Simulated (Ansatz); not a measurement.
Runs of Ansatz 0.2.0 on RbCl. It takes space group Fm-3m (No. 225, cubic). Conventional cell: a = 6.548 Å, b = 6.548 Å, c = 6.548 Å, α = 90.00°, β = 90.00°, γ = 90.00°. Rb (site symmetry m-3m) has 6 Cl at 3.27 Å as nearest neighbours. Around Cl (site symmetry m-3m) lie 6 Rb at 3.27 Å. 

```csv
task,level,k mesh,points for each segment of the path,mesh quality,gap on the mesh (eV),pressure (GPa),V0 of scaled cells (Å³/atom),B0 (GPa)
equation of state,HSE06,4 × 4 × 4,-,coarse,-,-,36.92,15
band structure,HSE06,6 × 6 × 6,4,not flagged,(a),(b),-,-
equation of state,PBE0,4 × 4 × 4,-,coarse,-,-,36.85,15
band structure,PBE0,6 × 6 × 6,4,not flagged,7.09,0.8,-,-
```

Alike in all rows: potentials or basis Ansatz PAW; no spin polarisation; cell as given; cutoff (eV) 420; smearing fermi-dirac 0.05 eV.

Estimate the missing entries.

(a) 6.35; (b) 0.9.

Caveats: some runs use coarse meshes; the PAW data sets were made with another functional, which shifts forces and pressure a little (some runs); the PAW data sets come from PBE, with cores solved anew for the run's functional, which leaves a small shift of forces and pressure (some runs); the thresholds are loose for stress (some runs).

A k mesh can miss the band edges, and the runs leave out spin-orbit coupling on Rb.
